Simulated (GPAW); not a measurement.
# Mo (Im-3m) in GPAW: notebook

One crystal, Mo, is run at these levels: PBE+D4, PBEsol+D3(BJ), PBEsol+D4, RPBE+D3(BJ); tasks: relaxation of cell and atoms.

Program: GPAW 26.7.0. These are calculated values, not measurements. Logs are shortened: lines on timing, memory, paths and dates and some standing lists are left out, and cuts for length are marked. The log counts tension as positive stress, the text compression.

## (1) The crystal as given

Symmetry: Im-3m, No. 229, cubic system. The conventional cell has a = 3.168 Å, b = 3.168 Å, c = 3.168 Å, α = 90.00°, β = 90.00°, γ = 90.00°. Around Mo (site symmetry m-3m) lie 8 Mo at 2.74 Å.

## (2) Relaxation of cell and atoms, PBE+D4, target pressure 1 GPa, at which the enthalpy is minimised

The input, run.py:

```python
from ase.calculators.mixing import SumCalculator
from ase.filters import FrechetCellFilter
from ase.io import read, write
from ase.optimize import BFGS
from ase.units import GPa
from dftd4.ase import DFTD4
from gpaw import GPAW, PW

atoms = read('POSCAR')

calc = GPAW(mode=PW(600),
            xc='PBE',
            kpts={'size': (12, 12, 12), 'gamma': True},
            occupations={'name': 'fermi-dirac', 'width': 0.05},
            nbands=16,
            convergence={'density': 1e-05, 'forces': 0.0001},
            maxiter=150,
            txt='gpaw.txt')
atoms.calc = SumCalculator([calc, DFTD4(method='pbe')])
opt = BFGS(FrechetCellFilter(atoms, scalar_pressure=1 * GPa), trajectory='relax.traj', logfile='-')
done = opt.run(fmax=0.05, steps=60)
calc.write('gs.gpw')
write('result.traj', atoms)
print('Converged:', done)
print('Cell:', atoms.cell.cellpar().round(4))
print('Volume:', round(atoms.get_volume(), 4))
print(atoms.get_scaled_positions().round(5))
```

The input, POSCAR:

```
Mo
1.0
   -1.5838089719      1.5838089719      1.5838089719
    1.5838089719     -1.5838089719      1.5838089719
    1.5838089719      1.5838089719     -1.5838089719
Mo
1
Direct
    0.0000000000      0.0000000000      0.0000000000
```

Potentials or basis: GPAW PAW data sets (gpaw-data 1.2.1), pw.

On the command line:

```console
OMP_NUM_THREADS=1 python run.py
```

gpaw.txt:

```text
__  _  _
 | _ |_)|_||  |
 |__||  | ||/\| - 26.7.0

Input parameters:
  mode=PW(ecut=600.0),
  convergence={'density': 1e-05, 'forces': 0.0001},
  kpts=MonkhorstPack(size=(12, 12, 12), gamma=True),
  maxiter=150,
  nbands=16,
  occupations=Occupations(name='fermi-dirac', width=0.05),
  xc=XC(name='PBE')

Diagonalizing LCAO Hamiltonian
Converting LCAO to pw mode

       Mo

Atoms  # Å, Bohr magnetons
|   | symbol |        x |        y |        z |    initial magnetic moments |
|---|--------|----------|----------|----------|-----------------------------|
| 0 |     Mo | 0.000000 | 0.000000 | 0.000000 | ( 0.0000,  0.0000,  0.0000) |

Unit cell  # Å
| periodic |         x |         y |         z |  lengths |     angles |
|----------|-----------|-----------|-----------|----------|------------|
|      yes | -1.583809 |  1.583809 |  1.583809 | 2.743238 | 109.471221 |
|      yes |  1.583809 | -1.583809 |  1.583809 | 2.743238 | 109.471221 |
|      yes |  1.583809 |  1.583809 | -1.583809 | 2.743238 | 109.471221 |

Number of symmetries: 48
Symmetry operations  # r_c * U_cc + t_c -> r_c
|    | kind |            matrix            |
|----|------|------------------------------|
|  0 |  σ   |  1, 1, 1,  0, 0,-1,  0,-1, 0 |
|  1 |  C4  |  1, 1, 1,  0, 0,-1, -1, 0, 0 |
|  2 |  C2  |  1, 1, 1,  0,-1, 0,  0, 0,-1 |
|  3 |  S6  |  1, 1, 1,  0,-1, 0, -1, 0, 0 |
|  4 |  S6  |  1, 1, 1, -1, 0, 0,  0, 0,-1 |
|  5 |  C4  |  1, 1, 1, -1, 0, 0,  0,-1, 0 |
|  6 |  E   |  1, 0, 0,  0, 1, 0,  0, 0, 1 |
|  7 |  σ   |  1, 0, 0,  0, 1, 0, -1,-1,-1 |
|  8 |  σ   |  1, 0, 0,  0, 0, 1,  0, 1, 0 |
[... 149 lines left out ...]
SCF iterations
|iter     | |      energy | eigst |  dens |force |
|---------|-|-------------|-------|-------|------|
|iter:   1| |  -12.167488 | +0.30 |       |      |
|iter:   2| |  -12.003480 | -2.23 | -0.99 |      |
|iter:   3| |  -11.277339 | -1.45 | -1.03 |      |
|iter:   4| |  -11.275396 | -2.95 | -1.84 |      |
|iter:   5| |  -11.276356c| -4.03 | -2.16 |      |
|iter:   6| |  -11.276360c| -6.13 | -3.55 |      |
|iter:   7| |  -11.276362c| -6.85 | -3.93 |      |
|iter:   8| |  -11.276361c| -8.47c| -5.26c|      |
|iter:   9| |  -11.276361c| -9.32c| -5.72c|-24.49c|

Converged in 9 steps
Energy contributions relative to reference atoms: (reference = -110134.072632)

Energy contributions:
  Kinetic:         -13.605824
  Coulomb:           7.824890
  Zero:             -0.255417
  External:          0.000000
  Xc:               -5.238733
  Entropy:          -0.002557
  Spinorbit:         0.000000
  ----------------------------
  Free energy:     -11.277640
  Extrapolated:    -11.276361
[... 11 lines left out ...]
|          4 |         6.132 |     2.000 |
|          5 |        11.937 |     2.000 |
[... 8 lines left out ...]
|         14 |        39.163 |     0.000 |
|         15 |        42.849 |     0.000 |

No gap
No difference between direct/indirect transitions

Stress tensor  # eV/Ang^3
|        x |        y |        z |
|----------|----------|----------|
| 0.013867 | 0.000000 | 0.000000 |
| 0.000000 | 0.013867 | 0.000000 |
| 0.000000 | 0.000000 | 0.013867 |

Forces  # eV/Ang
|        x |        y |       z |
|----------|----------|---------|
| -0.00000 | -0.00000 | 0.00000 |  # Mo   0

Interpolating wave functions to new cell

       Mo

Atoms  # Å, Bohr magnetons
|   | symbol |        x |         y |         z |    initial magnetic moments |
|---|--------|----------|-----------|-----------|-----------------------------|
| 0 |     Mo | 0.000000 | -0.000000 | -0.000000 | ( 0.0000,  0.0000,  0.0000) |

Unit cell  # Å
| periodic |         x |         y |         z |  lengths |     angles |
|----------|-----------|-----------|-----------|----------|------------|
|      yes | -1.563827 |  1.563827 |  1.563827 | 2.708628 | 109.471221 |
|      yes |  1.563827 | -1.563827 |  1.563827 | 2.708628 | 109.471221 |
|      yes |  1.563827 |  1.563827 | -1.563827 | 2.708628 | 109.471221 |

Number of symmetries: 48
Symmetry operations  # r_c * U_cc + t_c -> r_c
|    | kind |            matrix            |
|----|------|------------------------------|
|  0 |  σ   |  1, 1, 1,  0, 0,-1,  0,-1, 0 |
|  1 |  C4  |  1, 1, 1,  0, 0,-1, -1, 0, 0 |
|  2 |  C2  |  1, 1, 1,  0,-1, 0,  0, 0,-1 |
|  3 |  S6  |  1, 1, 1,  0,-1, 0, -1, 0, 0 |
|  4 |  S6  |  1, 1, 1, -1, 0, 0,  0, 0,-1 |
|  5 |  C4  |  1, 1, 1, -1, 0, 0,  0,-1, 0 |
|  6 |  E   |  1, 0, 0,  0, 1, 0,  0, 0, 1 |
|  7 |  σ   |  1, 0, 0,  0, 1, 0, -1,-1,-1 |
|  8 |  σ   |  1, 0, 0,  0, 0, 1,  0, 1, 0 |
[... 149 lines left out ...]
SCF iterations
|iter     | |      energy | eigst |  dens |force |
|---------|-|-------------|-------|-------|------|
|iter:   1| |  -11.314611 | -0.89 |       |      |
|iter:   2| |  -11.303722 | -3.55 | -1.67 |      |
|iter:   3| |  -11.262449 | -2.86 | -1.71 |      |
|iter:   4| |  -11.264714 | -4.49 | -2.69 |      |
|iter:   5| |  -11.265869c| -4.94 | -2.85 |      |
|iter:   6| |  -11.265871c| -7.07 | -4.06 |      |
|iter:   7| |  -11.265871c| -8.16c| -4.39 |      |
|iter:   8| |  -11.265871c| -9.60c| -5.71c|      |
|iter:   9| |  -11.265871c|-10.05c| -6.10c|-25.19c|

Converged in 9 steps
Energy contributions relative to reference atoms: (reference = -110134.072632)

Energy contributions:
  Kinetic:         -10.102697
  Coulomb:           5.034888
  Zero:             -0.265022
  External:          0.000000
  Xc:               -5.931884
  Entropy:          -0.002313
  Spinorbit:         0.000000
  ----------------------------
  Free energy:     -11.267027
  Extrapolated:    -11.265871
[... 11 lines left out ...]
|          4 |         6.658 |     2.000 |
|          5 |        12.511 |     2.000 |
[... 8 lines left out ...]
|         14 |        40.376 |     0.000 |
|         15 |        44.361 |     0.000 |

No gap
No difference between direct/indirect transitions

Stress tensor  # eV/Ang^3
|         x |         y |         z |
|-----------|-----------|-----------|
| -0.050729 | -0.000000 | -0.000000 |
| -0.000000 | -0.050729 |  0.000000 |
| -0.000000 |  0.000000 | -0.050729 |

Forces  # eV/Ang
|       x |        y |       z |
|---------|----------|---------|
| 0.00000 | -0.00000 | 0.00000 |  # Mo   0

Interpolating wave functions to new cell

       Mo

Atoms  # Å, Bohr magnetons
|   | symbol |        x |        y |         z |    initial magnetic moments |
|---|--------|----------|----------|-----------|-----------------------------|
| 0 |     Mo | 0.000000 | 0.000000 | -0.000000 | ( 0.0000,  0.0000,  0.0000) |

Unit cell  # Å
| periodic |         x |         y |         z |  lengths |     angles |
|----------|-----------|-----------|-----------|----------|------------|
|      yes | -1.565690 |  1.565690 |  1.565690 | 2.711855 | 109.471221 |
|      yes |  1.565690 | -1.565690 |  1.565690 | 2.711855 | 109.471221 |
|      yes |  1.565690 |  1.565690 | -1.565690 | 2.711855 | 109.471221 |

Number of symmetries: 48
Symmetry operations  # r_c * U_cc + t_c -> r_c
|    | kind |            matrix            |
|----|------|------------------------------|
|  0 |  σ   |  1, 1, 1,  0, 0,-1,  0,-1, 0 |
|  1 |  C4  |  1, 1, 1,  0, 0,-1, -1, 0, 0 |
|  2 |  C2  |  1, 1, 1,  0,-1, 0,  0, 0,-1 |
|  3 |  S6  |  1, 1, 1,  0,-1, 0, -1, 0, 0 |
|  4 |  S6  |  1, 1, 1, -1, 0, 0,  0, 0,-1 |
|  5 |  C4  |  1, 1, 1, -1, 0, 0,  0,-1, 0 |
|  6 |  E   |  1, 0, 0,  0, 1, 0,  0, 0, 1 |
|  7 |  σ   |  1, 0, 0,  0, 1, 0, -1,-1,-1 |
|  8 |  σ   |  1, 0, 0,  0, 0, 1,  0, 1, 0 |
[... 149 lines left out ...]
SCF iterations
|iter     | |      energy | eigst |  dens |force |
|---------|-|-------------|-------|-------|------|
|iter:   1| |  -11.268901 | -2.81 |       |      |
|iter:   2| |  -11.268806 | -5.52 | -2.69 |      |
|iter:   3| |  -11.268449c| -4.95 | -2.74 |      |
|iter:   4| |  -11.268468c| -6.54 | -3.72 |      |
|iter:   5| |  -11.268478c| -7.02 | -3.88 |      |
|iter:   6| |  -11.268478c| -8.17c| -5.03c|      |
|iter:   7| |  -11.268478c| -8.55c| -5.40c|-24.33c|

Converged in 7 steps
Energy contributions relative to reference atoms: (reference = -110134.072632)

Energy contributions:
  Kinetic:         -10.445145
  Coulomb:           5.307006
  Zero:             -0.263959
  External:          0.000000
  Xc:               -5.865210
  Entropy:          -0.002340
  Spinorbit:         0.000000
  ----------------------------
  Free energy:     -11.269648
  Extrapolated:    -11.268478
[... 11 lines left out ...]
|          4 |         6.607 |     2.000 |
|          5 |        12.456 |     2.000 |
[... 8 lines left out ...]
|         14 |        40.261 |     0.000 |
|         15 |        44.218 |     0.000 |

No gap
No difference between direct/indirect transitions

Stress tensor  # eV/Ang^3
|         x |         y |         z |
|-----------|-----------|-----------|
| -0.044220 | -0.000000 |  0.000000 |
| -0.000000 | -0.044220 | -0.000000 |
|  0.000000 | -0.000000 | -0.044220 |

Forces  # eV/Ang
|       x |        y |        z |
|---------|----------|----------|
| 0.00000 | -0.00000 | -0.00000 |  # Mo   0

# Writing to gs.gpw (mode='')
```

Run time: 22 s. Hardware: 1 thread of Intel Xeon Platinum 8488C (Sapphire Rapids), shared host; peak memory 0.18 GiB.

Results:

```yaml
Free_energy: -11.8892 eV
Relaxed_volume: 15.35 Å³/atom
Relaxed_cell: a = 2.712 Å, b = 2.712 Å, c = 2.712 Å, α = 109.47°, β = 109.47°, γ = 109.47°
Space_group_after_relaxing_to_0.05_Å: Im-3m (No. 229)
Energy_change_on_relaxing_the_enthalpy_is_what_falls: -12.0 meV/atom
Ionic_steps: 3
Pressure_after_relaxing: 1.0 GPa
Band_gap_on_the_k_mesh: none (metal or under the smearing width)
Dispersion_energy_per_atom: -0.620 eV
```

Step by step:
```
step  energy change (eV)  largest force (eV/Å)  pressure (GPa)  volume (Å³)
   1              0.0000                0.0000           -7.96        15.89
   2             -0.0115                0.0000            1.96        15.30
   3             -0.0120                0.0000            0.96        15.35
```

Final structure:
```
CELL_PARAMETERS angstrom
-1.56569 1.56569 1.56569
1.56569 -1.56569 1.56569
1.56569 1.56569 -1.56569
ATOMIC_POSITIONS crystal
Mo 0.00000 0.00000 0.00000
```

Caveat: later steps reuse the first step's grids; pairwise dispersion overbinds metals, which lowers pressure and volume.

## (3) Relaxation of cell and atoms, PBEsol+D3(BJ)

The input, run.py:

```python
from ase.calculators.mixing import SumCalculator
from ase.filters import FrechetCellFilter
from ase.io import read, write
from ase.optimize import LBFGS
from dftd3.ase import DFTD3
from gpaw import GPAW, PW, setup_paths

setup_paths.insert(0, '.')

atoms = read('Mo.xyz')

calc = GPAW(mode=PW(600),
            xc='PBEsol',
            kpts={'size': (12, 12, 12), 'gamma': True},
            occupations={'name': 'fermi-dirac', 'width': 0.05},
            nbands=16,
            convergence={'density': 1e-05, 'forces': 0.0001},
            maxiter=150,
            txt='gpaw.txt')
atoms.calc = SumCalculator([calc, DFTD3(method='pbesol', damping='d3bj')])
opt = LBFGS(FrechetCellFilter(atoms), trajectory='relax.traj', logfile='-')
done = opt.run(fmax=0.02, steps=100)
calc.write('gs.gpw')
write('result.traj', atoms)
print('Converged:', done)
print('Cell:', atoms.cell.cellpar().round(4))
print('Volume:', round(atoms.get_volume(), 4))
print(atoms.get_scaled_positions().round(5))
```

The input, Mo.xyz:

```xyz
1
Lattice="-1.5838089719 1.5838089719 1.5838089719 1.5838089719 -1.5838089719 1.5838089719 1.5838089719 1.5838089719 -1.5838089719" Properties=species:S:1:pos:R:3 pbc="T T T"
Mo     0.0000000000      0.0000000000      0.0000000000
```

Potentials or basis: PAW data sets generated in the run's folder for this functional, pw.

On the command line:

```console
gpaw-setup -f PBEsol Mo
OMP_NUM_THREADS=1 python run.py
```

Run time: 22 s. Hardware: 1 thread of Intel Xeon Platinum 8488C (Sapphire Rapids), shared host; peak memory 0.18 GiB.

It converged, with:

```
Free energy                            : -12.8430 eV
Relaxed volume                         : 14.89 Å³/atom
Relaxed cell                           : a = 2.684 Å, b = 2.684 Å, c = 2.684 Å, α = 109.47°, β = 109.47°, γ = 109.47°
Space group after relaxing (to 0.05 Å) : Im-3m (No. 229)
Energy gained by relaxing              : 56.3 meV/atom
Ionic steps                            : 3
Pressure after relaxing                : -0.2 GPa
Band gap on the k mesh                 : none (metal or under the smearing width)
Dispersion energy per atom             : -0.740 eV
```

The path:
| step | energy change (eV) | largest force (eV/Å) | pressure (GPa) | volume (Å³) |
| --- | --- | --- | --- | --- |
| 1 | 0.0000 | 0.0000 | -17.00 | 15.89 |
| 2 | -0.0556 | 0.0000 | 2.06 | 14.78 |
| 3 | -0.0563 | 0.0000 | -0.15 | 14.89 |

Final structure:
```xyz
1
Lattice="-1.5499 1.5499 1.5499 1.5499 -1.5499 1.5499 1.5499 1.5499 -1.5499" Properties=species:S:1:pos:R:3 pbc="T T T"
Mo    0.0000    0.0000    0.0000
```

Levels at points of the mesh, in eV from the Fermi level:
| k point | band 5 | band 6 | band 7 | band 8 | band 9 | band 10 |
| --- | --- | --- | --- | --- | --- | --- |
| (0.00, 0.00, 0.00) | -7.30 | -1.37 | -1.37 | -1.37 | 1.76 | 1.76 |
| (0.50, 0.50, 0.00) | -5.50 | -3.52 | 1.83 | 1.86 | 2.48 | 5.15 |
| (0.50, 0.50, 0.50) | -5.71 | -5.71 | 4.32 | 4.32 | 4.32 | 9.53 |

Caveat: later steps reuse the first step's grids; pairwise dispersion overbinds metals, which lowers pressure and volume.

(Continued in part 2 of 2.)
